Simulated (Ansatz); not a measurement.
# SnO2 (Cassiterite) (P4_2/mnm) in Ansatz: a series of runs

One crystal, SnO2 (Cassiterite), is run at these levels: PBE; tasks: single point.

Everything below comes from runs of Ansatz 0.2.0. Logs are shortened: lines on timing, memory, paths and dates and some standing lists are left out, and cuts for length are marked.

## (1) The crystal as given

Symmetry: P4_2/mnm, No. 136, tetragonal system. The conventional cell has a = 4.738 Å, b = 4.738 Å, c = 3.187 Å, α = 90.00°, β = 90.00°, γ = 90.00°. Sn (site symmetry mmm) has 6 O at 2.05 to 2.06 Å as nearest neighbours. O (site symmetry m2m) is surrounded by 3 Sn at 2.05 to 2.06 Å.

## (2) Single point, PBE, 11.92 Å³/atom

input.yaml

```yaml
crystal:
  lattice:
    - [4.738, -0.09476, 0.0]
    - [-0.09476, 4.738, 0.0]
    - [0.0, 0.0, 3.1865]
  atoms:
    - { symbol: Sn, position: [0.5, 0.5, 0.5] }
    - { symbol: Sn, position: [0.0, 0.0, 0.0] }
    - { symbol: O, position: [0.8071, 0.1929, 0.5] }
    - { symbol: O, position: [0.6929, 0.6929, 0.0] }
    - { symbol: O, position: [0.1929, 0.8071, 0.5] }
    - { symbol: O, position: [0.3071, 0.3071, 0.0] }
hamiltonian:
  xc: pbe
  pseudopotentials: { kind: paw }
kpoints:
  mp_grid: { grid: [5, 5, 7] }
scf:
  occupations: { method: fermi_dirac, width: 0.05 }
output:
  forces: true
  stress: true
  eigenvalues: true
```

Potentials or basis: Ansatz PAW.

Command:

```console
> ansatz run input.yaml --threads 2 --pin off --max-ram 5632MiB --backend cpu --events-out ev --progress --plain --runs-dir out
```

Log:

```text
Warning: RAYON_NUM_THREADS=2 ignored (pool sized by the plan → 2); use --threads N
Engine: ansatz 0.2.0, aarch64-unknown-linux-gnu
Pseudopotentials: kind: paw
Pseudopotential: Sn, paw, valence charge 14, recommended cutoff 420 eV (normal), Sn.paw.azcp
Pseudopotential: O, paw, valence charge 6, recommended cutoff 420 eV (normal), O.paw.azcp
Functional definition: PBE
  parameter kappa = 0.804
  parameter beta = 0.06672455060314922
  exchange = pbe_x(kappa = kappa, mu = beta*pi^2/3)
  correlation = pbe_c(beta = beta)
Crystal: 6 atoms, lattice volume = 71.504 Å³
Basis set: ecut = 420 eV, 1399 PW (Γ), exchange–correlation on 64×64×48 points (8 copies of the dense FFT grid, shifted against one another)
Bands: 32, of which v1, the nominal top of the filled ones, is band 26 counted from 1 (25 counted from 0)
Symmetry: 8 space group operations
Space group: Cmmm (ITA 65), of the structure as read, at distance tolerance 4.2e-5 Å
k-points: 36 of 175
Non-local potential: Sn, projectors of the file, l = 0: 2, l = 1: 2, l = 2: 2, l = 3: 2
Non-local potential: O, projectors of the file, l = 0: 2, l = 1: 2, l = 2: 1
PAW form: soft (Blöchl's): semilocal exchange-correlation on the pseudo side does not see the compensation charge
PAW one-centre angular grid: Sn, 590 points (default); XC on 64 Gauss nodes
PAW one-centre angular grid: O, 110 points (default); XC on 64 Gauss nodes
Initial density: superposition of atomic densities (neutral atoms: chi_scale 0, normalization atom), corrected by the library's trained network
Initial wavefunctions: pseudopotential atomic-orbital guess
Functional: x = pbe(κ = 0.804, μ = 0.2195149727645171), c = pbe(β = 0.06672455060314922)
SCF iter   1: F=—  HF=-14317.760497 eV  |F-HF|=—  |Δ(HF+E_count)|=         —  Δρ=1.13e-3  dr2=4.68e-4  ethr=1.77e-3  ⟨swp⟩=6.1  Hψ=5067  notcnv=0  defer=2
preconditioner: auto → Resta (q_TF=auto, 2.587 Å⁻¹)  ε∞=3.6  [insulator: Δε(μ)=1.282 eV  Ē_g=19.754 eV  σ=0.050 eV  W_gap=1.00  n_scr=18 (ndim 8)  ℏωp=31.7 eV  f_vac=0.025  D(μ)=0.00/eV (n_scr^D=0)  ε∞_Penn≈3.6]
SCF iter   2: F=—  HF=-14317.762088 eV  |F-HF|=—  |Δ(HF+E_count)|=   1.59e-3  Δρ=6.29e-4  dr2=1.15e-4  ethr=8.99e-7  ⟨swp⟩=2.2  Hψ=2365  notcnv=0  defer=13
SCF iter   3: F=—  HF=-14317.762371 eV  |F-HF|=—  |Δ(HF+E_count)|=   2.83e-4  Δρ=2.60e-4  dr2=4.00e-5  ethr=2.22e-7  ⟨swp⟩=2.0  Hψ=1548  notcnv=0
automatic band count: iteration 3 solves 31 bands in place of 32: the levels show a gap, and the empty bands left out lie too high to hold charge; the band table lists the bands solved (type scf.n_extra_bands for more)
SCF iter   4: F=—  HF=-14317.762344 eV  |F-HF|=—  |Δ(HF+E_count)|=   2.76e-5  Δρ=6.50e-5  dr2=2.45e-6  ethr=7.69e-8  ⟨swp⟩=2.0  Hψ=1485  notcnv=0
SCF iter   5: F=—  HF=-14317.762344 eV  |F-HF|=—  |Δ(HF+E_count)|=   6.95e-7  Δρ=3.10e-5  dr2=4.24e-7  ethr=4.70e-9  ⟨swp⟩=2.6  Hψ=1839  notcnv=0
SCF iter   6: F=-14317.762345 eV  HF=-14317.762345 eV  |F-HF|=8.17e-8  |Δ(HF+E_count)|=   4.13e-7  Δρ=1.04e-5  dr2=4.97e-8  ethr=1.92e-10  ⟨swp⟩=8.2  Hψ=4887  notcnv=0
SCF 1 converged in 6 iterations: F = -14317.762345 eV  dr2 = 4.97e-8
SCF converged after 6 iterations
Free energy (F): -14317.762345 eV
Harris-Foulkes:  -14317.762345 eV  (|F-HF|=8.17e-8)
Internal energy: -14317.762345 eV  (E = F + TS)
E sigma→0 (E₀):  -14317.762345 eV
Entropy (-TS):   -0.000000 eV (-0.000 meV/atom)
Fermi energy:    10.175204 eV
--- Per-component energies (eV) ---
  E_band       = -114.389453
  E_kinetic    = 1085.488931
  E_local      = -2863.445552  (includes V_loc(G=0)·N_el)
  E_nonlocal   = 134.942735
  E_hartree    = 1492.366057
  E_xc         = -1055.006204
  E_vxc        = -564.131790  (∫ρ·V_xc dr)
  E_paw        = -8930.471034  (= ΣΔE_a)
  E_vpaw       = -891.994630  (= ΣTr[D̂ρ^β])
  E_aug_tail   = 0.009977  (compensation charges beyond the density's cutoff)
  E_ewald      = -4181.647255
  E_smearing   = -0.000000  (= −TS)
  E_closure    = -0.000000  (closes the sum)
  Σ components = -14317.762345   (vs F -14317.762345, Δ=0.00e0)
--- Forces (eV/Å), atoms counted from 1 ---
  atom   1  Sn     0.00000000     0.00000000    -0.00000000
  atom   2  Sn    -0.00000000     0.00000000     0.00000000
  atom   3  O     -0.25864444     0.25864444     0.00000000
  atom   4  O      0.08032215     0.08032215    -0.00000000
  atom   5  O      0.25864444    -0.25864444    -0.00000000
  atom   6  O     -0.08032215    -0.08032215     0.00000000
  max |Σ_I F_I| component: 2.78e-17 eV/Å
--- Stress (GPa, compression-positive) ---
       10.593452       8.425411       0.000000
        8.425411      10.593452       0.000000
        0.000000       0.000000      13.340363
  P = ⅓ Tr σ = 11.5091 GPa (115.091 kbar)
--- Band table (eV; the first three rows and the last of 36) ---
  k-point 0: bands = ["-11.6470", "-10.8161", "-10.6286", "-10.5458", "-10.4408", "-10.4039", "-10.3954", "-10.3242", "-10.2319", "-10.1813", "-9.3796", "-7.8224", "-7.3144", "-5.7535", "1.4343", "5.4512", "5.4827", "5.5177", "6.4259", "7.5331", "7.6127", "8.1124", "8.5082", "8.6597", "8.8829", "9.5304", "10.8103", "15.7067", "15.7917", "16.0035", "20.0394"]
  k-point 1: bands = ["-11.5422", "-10.8459", "-10.7079", "-10.5693", "-10.5260", "-10.4351", "-10.3899", "-10.3642", "-10.2301", "-10.2062", "-9.2766", "-7.4760", "-7.0151", "-5.9088", "1.4121", "5.3164", "5.6515", "5.6570", "6.3609", "6.5585", "7.3919", "7.4500", "7.7868", "8.6862", "8.9244", "9.3614", "11.9939", "16.1028", "16.6241", "16.8226", "18.9489"]
  k-point 2: bands = ["-11.2812", "-11.2302", "-10.9031", "-10.5791", "-10.4958", "-10.4220", "-10.4122", "-10.2935", "-10.2526", "-10.2262", "-8.8967", "-6.7885", "-6.4026", "-6.3987", "1.4566", "4.3413", "5.3667", "5.8521", "6.0975", "6.4072", "6.6748", "6.8647", "6.9408", "8.4861", "8.8178", "8.8941", "13.8242", "16.5417", "18.3338", "18.3785", "18.4715"]
  k-point 35: bands = ["-11.4889", "-11.2194", "-10.9361", "-10.7110", "-10.4509", "-10.4057", "-10.3731", "-10.2892", "-10.2176", "-10.1828", "-7.7329", "-7.4298", "-6.3344", "-5.9386", "1.7151", "1.7722", "4.5527", "4.8112", "5.9131", "6.7699", "7.0702", "8.0560", "8.3645", "8.4459", "8.6391", "8.8859", "14.6104", "14.7875", "18.0316", "18.8547", "20.2886"]
```

Wall time 2.3 s (2 threads of Arm Neoverse V1, shared host); peak memory 0.36 GiB.

Results:

| Property | Result |
| --- | --- |
| Free energy | -14317.7623 eV |
| Pressure | 11.5 GPa |
| Largest force | 0.366 eV/Å |
| Band gap on the k mesh | 1.28 eV, direct |

Caveat: odd divisions of the mesh miss points on the zone boundary, where band edges often lie, so the gap on the mesh can be too wide; the pressure holds a Pulay correction of +0.8 GPa for the finite cutoff; spin-orbit coupling is left out, which moves the levels of the heavy elements.

## (3) Single point, PBE, 11.92 Å³/atom

input.yaml: that of step 2 with these lines changed.

```diff
@@ -2,4 +2,4 @@
   lattice:
-    - [4.738, -0.09476, 0.0]
-    - [-0.09476, 4.738, 0.0]
+    - [4.738, -0.04738, 0.0]
+    - [-0.04738, 4.738, 0.0]
     - [0.0, 0.0, 3.1865]
```

Potentials or basis: Ansatz PAW.

Command:

```console
> ansatz run input.yaml --threads 2 --pin off --max-ram 5632MiB --backend cpu --events-out ev --progress --plain --runs-dir out
```

Wall time 2.3 s (2 threads of Arm Neoverse V1, shared host); peak memory 0.36 GiB.

The run converged. Its results:

```
Free energy            : -14317.8202 eV
Pressure               : 11.2 GPa
Largest force          : 0.329 eV/Å
Band gap on the k mesh : 1.28 eV, direct
```

Caveat: odd divisions of the mesh miss points on the zone boundary, where band edges often lie, so the gap on the mesh can be too wide; the pressure holds a Pulay correction of +0.8 GPa for the finite cutoff; spin-orbit coupling is left out, which moves the levels of the heavy elements.
